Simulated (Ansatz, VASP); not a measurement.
Two plane-wave programs on CaO

```
Ca O
1.0
     0.00000    2.52247    2.41227
     2.52247    0.00000    2.41227
     2.52247    2.52247    0.00000
Ca O
1 1
Direct
  0.00000 0.00000 0.00000
  0.50000 0.50000 0.50000
```

Change from the starting cell: strain +0.030 along x and y, -0.015 along z, atoms carried along.

Alike in both runs: task single point; functional LDA; k mesh 8 × 8 × 8; occupations gaussian, width 0.05 eV; no spin polarisation.

```csv
,VASP,Ansatz
version,VASP 6.6.1,Ansatz 0.2.0
potentials or method,"VASP PAW LDA potentials, release 64 (Ca_sv, O)","scalar-relativistic, plane waves, PAW"
plane-wave cutoff (eV),520,420
valence electrons in the cell,16,16
```

|  | VASP | Ansatz | Ansatz less VASP |
| --- | --- | --- | --- |
| gap on the k mesh at the Fermi level (eV) | 3.35 | 3.37 | +0.024 |
| least direct gap on the mesh (eV) | 3.70 | 3.71 | +0.001 |
| pressure (GPa) | -13.8 | -14.3 | -0.51 |
| largest component of the traceless stress (GPa) | 2.34 | 2.17 | -0.173 |

A k mesh can miss the band edges.
